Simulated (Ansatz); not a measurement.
## Bands of Fe

```xyz
1
Lattice="0.0000 1.7413 1.7413 1.7413 0.0000 1.7413 1.7413 1.7413 0.0000" Properties=species:S:1:pos:R:3 pbc="T T T"
Fe    0.0000    0.0000    0.0000
```

The cell was built from the fcc type and relaxed in the same program, and has space group Fm-3m; it needn't be a known or the stable phase.

Other magnetic orders may lie lower; this is the state that the run reached.

Theory: Ansatz 0.2.0, DFT, PBE, all-electron LAPW, scalar-relativistic.

Sampling and basis: a Γ-centred 18×18×18 k mesh, Fermi–Dirac smearing of 0.05 eV, basis error target 0.25 meV/atom, spin-polarised from start moments Fe 3 μB, ending with a cell moment of 1.03 μB.

Points in fractions of the reciprocal vectors of this cell: Γ (0, 0, 0), X (0.5, 0, 0.5), U (0.625, 0.25, 0.625), K (0.375, 0.375, 0.75), L (0.5, 0.5, 0.5), W (0.5, 0.25, 0.75). The path joins them by straight lines in the order Γ–X–U–K–Γ–L–W–X; legs that retrace an earlier one aren't tabulated. Energies are in eV from the Fermi level.

Q: Metal or insulator at this level of theory?

A: No gap opens: metallic or semimetallic.

Q: Tabulate bands 5 to 10 of the spin-down channel, counted from the lowest band of the run, along the path.

A: 
| k (1/Å) | point | band 5 | band 6 | band 7 | band 8 | band 9 | band 10 |
| --- | --- | --- | --- | --- | --- | --- | --- |
| 0.00 | Γ | -8.84 | -1.28 | -1.28 | -1.28 | 0.74 | 0.74 |
| 0.26 |  | -8.55 | -1.43 | -1.18 | -1.18 | 0.60 | 0.79 |
| 0.52 |  | -7.74 | -1.83 | -0.88 | -0.88 | 0.23 | 0.93 |
| 0.77 |  | -6.52 | -2.38 | -0.39 | -0.39 | -0.22 | 1.14 |
| 1.03 |  | -5.23 | -2.95 | -0.34 | 0.22 | 0.22 | 1.37 |
| 1.29 |  | -4.47 | -3.43 | 0.47 | 0.86 | 0.86 | 1.59 |
| 1.55 |  | -4.35 | -3.75 | 1.38 | 1.38 | 1.74 | 2.06 |
| 1.80 | X | -4.37 | -3.86 | 1.58 | 1.58 | 1.79 | 3.00 |
| 1.90 |  | -4.35 | -3.84 | 1.38 | 1.58 | 1.77 | 3.23 |
| 1.99 |  | -4.28 | -3.80 | 0.97 | 1.55 | 1.70 | 3.74 |
| 2.08 |  | -4.17 | -3.72 | 0.52 | 1.51 | 1.59 | 4.35 |
| 2.17 |  | -4.03 | -3.62 | 0.08 | 1.44 | 1.46 | 5.02 |
| 2.26 |  | -3.86 | -3.49 | -0.33 | 1.28 | 1.39 | 5.73 |
| 2.35 |  | -3.67 | -3.35 | -0.71 | 1.10 | 1.30 | 6.47 |
| 2.44 | U | -3.47 | -3.20 | -1.05 | 0.91 | 1.20 | 7.24 |
| 2.60 |  | -3.33 | -3.09 | -1.31 | 0.75 | 1.23 | 7.52 |
| 2.76 |  | -3.13 | -2.94 | -1.69 | 0.58 | 1.30 | 7.50 |
| 2.92 |  | -2.98 | -2.75 | -2.06 | 0.46 | 1.35 | 7.42 |
| 3.07 |  | -2.98 | -2.75 | -2.06 | 0.46 | 1.35 | 7.42 |
| 3.23 |  | -3.13 | -2.94 | -1.69 | 0.58 | 1.30 | 7.50 |
| 3.39 |  | -3.33 | -3.09 | -1.31 | 0.75 | 1.23 | 7.52 |
| 3.55 | K | -3.47 | -3.20 | -1.05 | 0.91 | 1.20 | 7.24 |
| 3.82 |  | -3.09 | -2.65 | -1.84 | 0.40 | 0.83 | 5.92 |
| 4.09 |  | -3.51 | -2.25 | -1.96 | 0.08 | 0.38 | 3.69 |
| 4.37 |  | -4.72 | -2.32 | -1.35 | -0.11 | -0.01 | 2.23 |
| 4.64 |  | -6.25 | -2.11 | -0.97 | -0.57 | 0.13 | 1.30 |
| 4.91 |  | -7.61 | -1.75 | -0.97 | -0.95 | 0.39 | 0.85 |
| 5.19 |  | -8.52 | -1.42 | -1.20 | -1.18 | 0.64 | 0.75 |
| 5.46 | Γ | -8.84 | -1.28 | -1.28 | -1.28 | 0.74 | 0.74 |
| 5.68 |  | -8.62 | -1.37 | -1.22 | -1.22 | 0.71 | 0.71 |
| 5.91 |  | -8.01 | -1.58 | -1.07 | -1.07 | 0.65 | 0.65 |
| 6.13 |  | -7.06 | -1.81 | -0.93 | -0.93 | 0.67 | 0.67 |
| 6.35 |  | -5.98 | -1.86 | -0.92 | -0.92 | 0.86 | 0.86 |
| 6.58 |  | -5.10 | -1.44 | -1.01 | -1.01 | 1.17 | 1.17 |
| 6.80 |  | -4.70 | -1.10 | -1.10 | -0.54 | 1.43 | 1.43 |
| 7.02 | L | -4.61 | -1.14 | -1.14 | 0.01 | 1.53 | 1.53 |
| 7.21 |  | -4.50 | -1.24 | -1.06 | -0.39 | 1.52 | 2.08 |
| 7.39 |  | -4.21 | -1.57 | -0.97 | -0.82 | 1.47 | 3.12 |
| 7.57 |  | -3.76 | -2.06 | -1.42 | -0.45 | 1.39 | 4.33 |
| 7.75 |  | -3.26 | -2.53 | -1.78 | 0.01 | 1.32 | 5.66 |
| 7.93 |  | -2.90 | -2.80 | -2.07 | 0.39 | 1.33 | 7.05 |
| 8.12 |  | -3.12 | -2.45 | -2.26 | 0.53 | 1.48 | 8.43 |
| 8.30 | W | -3.20 | -2.33 | -2.33 | 0.54 | 1.59 | 9.26 |
| 8.43 |  | -3.27 | -2.73 | -1.86 | 0.62 | 1.59 | 8.18 |
| 8.56 |  | -3.48 | -3.08 | -1.33 | 0.84 | 1.59 | 7.13 |
| 8.69 |  | -3.73 | -3.36 | -0.75 | 1.12 | 1.58 | 6.11 |
| 8.81 |  | -3.99 | -3.58 | -0.12 | 1.39 | 1.58 | 5.14 |
| 8.94 |  | -4.19 | -3.74 | 0.56 | 1.58 | 1.60 | 4.22 |
| 9.07 |  | -4.32 | -3.83 | 1.21 | 1.58 | 1.74 | 3.42 |
| 9.20 | X | -4.37 | -3.86 | 1.58 | 1.58 | 1.79 | 3.00 |
